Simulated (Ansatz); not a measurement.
# NiSb: the cost of one run

Program: Ansatz 0.2.0. Level of theory: DFT PBE, scalar-relativistic, plane waves, PAW. These are calculated values, not measurements.

1 further run of the same task is left out (it didn't finish). Runs told in other sessions of the task aren't counted.

## 1. The starting structure

It takes space group Fm-3m (No. 225, cubic). Conventional cell: a = 5.267 Å, b = 5.267 Å, c = 5.267 Å, α = 90.00°, β = 90.00°, γ = 90.00°. Around Ni (site symmetry m-3m) lie 6 Sb at 2.63 Å. Sb (site symmetry m-3m) is surrounded by 6 Ni at 2.63 Å.

Coordinates:

```cif
data_structure
_symmetry_space_group_name_H-M 'Fm-3m'
_symmetry_Int_Tables_number 225
_cell_length_a 5.2675
_cell_length_b 5.2675
_cell_length_c 5.2675
_cell_angle_alpha 90.000
_cell_angle_beta 90.000
_cell_angle_gamma 90.000
_cell_volume 146.15
loop_
_atom_site_label
_atom_site_type_symbol
_atom_site_symmetry_multiplicity
_atom_site_Wyckoff_symbol
_atom_site_fract_x
_atom_site_fract_y
_atom_site_fract_z
_atom_site_occupancy
Ni1 Ni 4 b 0.50000 0.00000 0.00000 1
Sb1 Sb 4 a 0.00000 0.00000 0.00000 1
```

This cell comes from an earlier session at PBE: 18.269 Å³/atom at 0.00 GPa, on a 12×12×12 mesh.

The changes: atom 2 (Sb) moved 0.2 Å along z; atom 2 (Sb) moved 0.2 Å along y; strain e3 = +0.03, atoms carried along; strain e6 = +0.02, atoms carried along; all atoms moved at random (σ = 0.03 Å), cell strained at random (1 %); all atoms moved at random (σ = 0.1 Å), cell strained at random (1 %).

## 2. Atom 2 (Sb) moved 0.2 Å along z

The input, input.yaml:

```yaml
crystal:
  lattice:
    - [0.0, 2.6337378275, 2.6337378275]
    - [2.6337378275, 0.0, 2.6337378275]
    - [2.6337378275, 2.6337378275, 0.0]
  atoms:
    - { symbol: Ni, position: [0.5, 0.5, 0.5], spin: 0.05 }
    - { symbol: Sb, position: [0.0379688513, 0.0379688513, -0.0379688513] }
basis:
  ecutwfc: 420
  ecutrho_ratio: 4
kpoints:
  mp_grid: { grid: [12, 12, 12] }
hamiltonian:
  xc: pbe
scf:
  occupations: { method: gaussian, width: 0.05 }
  lower_state_search: "off"
output:
  forces: true
  stress: true
  eigenvalues: true
  populations: true
  write_density: true
  write_potential: true
  elf: true
  volumetric_format: npy
magnetization:
  spin_polarized: true
checkpoint:
  read: start.run
  write: ck
  compress: false
  write_wavefunctions: false
  write_every: 100000
```

start.run holds the converged state of the cell before the atoms were moved.

Command:

```
ansatz run input.yaml --threads 2 --pin off --max-ram 2662MiB --backend cpu --events-out ev --progress --plain --runs-dir out
```

Q: Estimate wall time and peak memory on 2 threads of Arm Neoverse V2, shared host.

About 16 s, with a peak of 0.5 GiB.
